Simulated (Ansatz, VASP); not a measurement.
**CuO (Tenorite) in VASP and in Ansatz**

```
Cu O
1.0
     2.29679   -1.67842    0.00000
     2.29679    1.67842    0.00000
    -0.84299    0.00000    4.95615
Cu O
2 2
Direct
  0.49680 0.00320 0.50000
  0.00320 0.49680 0.00000
  0.40560 0.57140 0.75370
  0.57140 0.40560 0.25370
```

Change from the starting cell: volume scaled by 0.94.

Alike in both runs: task single point; functional PBE; k mesh 10 × 10 × 5; occupations fermi-dirac, width 0.05 eV; no spin polarisation.

|  | VASP | Ansatz |
| --- | --- | --- |
| version | VASP 6.6.1 | Ansatz 0.2.0 |
| potentials or method | VASP PAW PBE potentials, release 64 (Cu, O) | Ansatz PAW |
| plane-wave cutoff (eV) | 520 | 420 |
| valence electrons in the cell | 34 | 50 |

Ansatz gave:

```
gap on the k mesh at the Fermi level (eV)       : none
pressure (GPa)                                  : 19.0
largest component of the traceless stress (GPa) : 3.65
rms of the force components (eV/Å)              : 0.523
```

Estimate VASP's values.

gap on the k mesh at the Fermi level (eV): none; pressure (GPa): 19.9; largest component of the traceless stress (GPa): 3.78; rms of the force components (eV/Å): 0.541.

Atom by atom the forces differ by 0.028 eV/Å (rms over components). A gap of «none» marks a metal or a gap that the smearing closes. The two sets of potentials don't hold the same shells in valence.

Caveats: the run has no spin polarisation, though such a crystal can be magnetic; semilocal functionals often make such compounds metallic where correlation or magnetic order opens a gap, which also shifts bond lengths; the pressure holds a Pulay correction of +0.8 GPa for the finite cutoff (Ansatz).
